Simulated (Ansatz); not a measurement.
An Ansatz input and the part of its output that reports the observables at the nuclei.

The cell is a Materials Project structure (computed, not necessarily an observed phase).

```yaml
crystal:
  lattice:
    - [6.85758117, 0.0, 0.0]
    - [0.0, 6.85758117, 0.0]
    - [0.0, 0.0, 7.03307129]
  atoms:
    - { symbol: Si, position: [0.20581921, 0.45100694, 0.94917857] }
    - { symbol: Si, position: [0.04899306, 0.29418079, 0.55082143] }
    - { symbol: Si, position: [0.95100694, 0.70581921, 0.55082143] }
    - { symbol: Si, position: [0.45100694, 0.79418079, 0.05082143] }
    - { symbol: Si, position: [0.79418079, 0.54899306, 0.94917857] }
    - { symbol: Si, position: [0.70581921, 0.04899306, 0.44917857] }
    - { symbol: Si, position: [0.29418079, 0.95100694, 0.44917857] }
    - { symbol: Si, position: [0.54899306, 0.20581921, 0.05082143] }
    - { symbol: O, position: [0.15694319, 0.8180152, 0.5832383] }
    - { symbol: O, position: [0.34305681, 0.3180152, 0.0832383] }
    - { symbol: O, position: [0.65694319, 0.6819848, 0.0832383] }
    - { symbol: O, position: [0.0, 0.5, 0.05028089] }
    - { symbol: O, position: [0.16079087, 0.33920913, 0.75] }
    - { symbol: O, position: [0.5, 0.0, 0.94971911] }
    - { symbol: O, position: [0.6819848, 0.34305681, 0.9167617] }
    - { symbol: O, position: [0.3180152, 0.65694319, 0.9167617] }
    - { symbol: O, position: [0.0, 0.5, 0.44971911] }
    - { symbol: O, position: [0.84305681, 0.1819848, 0.5832383] }
    - { symbol: O, position: [0.5, 0.0, 0.55028089] }
    - { symbol: O, position: [0.1819848, 0.15694319, 0.4167617] }
    - { symbol: O, position: [0.8180152, 0.84305681, 0.4167617] }
    - { symbol: O, position: [0.66079087, 0.16079087, 0.25] }
    - { symbol: O, position: [0.33920913, 0.83920913, 0.25] }
    - { symbol: O, position: [0.83920913, 0.66079087, 0.75] }
kpoints:
  mp_grid: { grid: [4, 4, 3] }
scf:
  occupations: { method: fermi_dirac, width: 0.02 }
hamiltonian:
  xc: r2scan
  pseudopotentials: { kind: paw }
output:
  forces: true
  stress: true
  populations: true
  efg: { quadrupole_moments_barn: { O: -0.02558 }, contact_densities: true }
```

```sh
ansatz run input.yaml --threads 1 --pin off --max-ram 2560MiB --backend cpu --events-out ev --progress --plain --runs-dir out
```

Of the output, the block on the nuclei alone is shown; the set-up, the SCF iterations, energies, forces and stress are cut. One atom of each set with nearly equal values is shown.

```
--- PAW observables at the nuclei: V_zz in 10²¹ V/m², potentials from the cell's mean, atoms counted from 1 ---
  atom   1  Si V_zz =    +1.946430   η = 0.9207   by run symmetry: allowed
            electrostatic potential = -1353.200238 V   contact ρ = 12779.942560 e/Å³
  atom   9  O  V_zz =    +9.064160   η = 0.3237   by run symmetry: allowed   C_q = -5.6064 MHz
            electrostatic potential = -618.446599 V   contact ρ = 2148.960177 e/Å³
  atom  12  O  V_zz =    +8.573434   η = 0.3595   by run symmetry: allowed   C_q = -5.3029 MHz
            electrostatic potential = -618.550786 V   contact ρ = 2149.261649 e/Å³
  atom  13  O  V_zz =   +10.038450   η = 0.0493   by run symmetry: allowed   C_q = -6.2090 MHz
            electrostatic potential = -618.152604 V   contact ρ = 2148.158461 e/Å³
```

Hardware: 1 thread of Arm Neoverse V2 (aarch64; 8 cores open to the job, memory cap 2.5 GiB, no GPU), a shared host with a load of 0.7 a core. Wall time 95 s, CPU time 95 s, peak memory 1.2 GiB.
